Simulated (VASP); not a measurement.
**Fe under changes of volume**

One of the cells (11.664 Å³/atom); the others are scaled copies at fixed shape and fractional positions:

```
Fe
1.0
     0.00000    1.95460    1.97812
     1.50836    0.00000    1.97812
     1.50836    1.95460    0.00000
Fe
1
Direct
  0.00000 0.00000 0.00000
```

| Item | Value |
| --- | --- |
| Program | VASP 6.6.1 |
| Functional | PBE |
| Potentials or basis | VASP PAW PBE potentials, release 64 (Fe) |
| Cutoff | 520 eV |
| k mesh | 13 × 13 × 13 |
| Occupations | fermi-dirac, width 0.05 eV |
| Spin | collinear spin, ferromagnetic start |
| Starting moments | [3.0] μB |

```csv
volume (Å³/atom),energy over the lowest point (meV/atom),pressure (GPa),moment (μB per cell)
10.749,19.61,11.9,2.08
10.978,6.43,6.9,2.11
11.207,0.00,2.6,2.15
11.664,2.93,-4.0,2.25
11.893,10.53,-6.7,2.30
12.121,?,?,?
```

Problem. What does the run at 12.121 Å³/atom give?

Solution. Energy over the lowest point 21.99 meV/atom; pressure -9.1 GPa; moment 2.34 μB per cell.

Worked out: A Birch-Murnaghan fit of order 3 (a polynomial in V^(-2/3)) to the other rows has its minimum at 11.36 Å³/atom with B0 = V·E''(V) = 171 GPa (rough, since the energies scatter) at fixed shape and positions, which overstates the stiffness. It gives 21.17 meV/atom at 12.121 Å³/atom, against the run's 21.99, and -dE/dV = -8.4 GPa, against -9.1. A parabola through the other rows of the moment, of slope 0.281 μB per Å³/atom there, extrapolates to 2.36 μB, against the run's 2.34.

Energies are extrapolated to zero smearing.
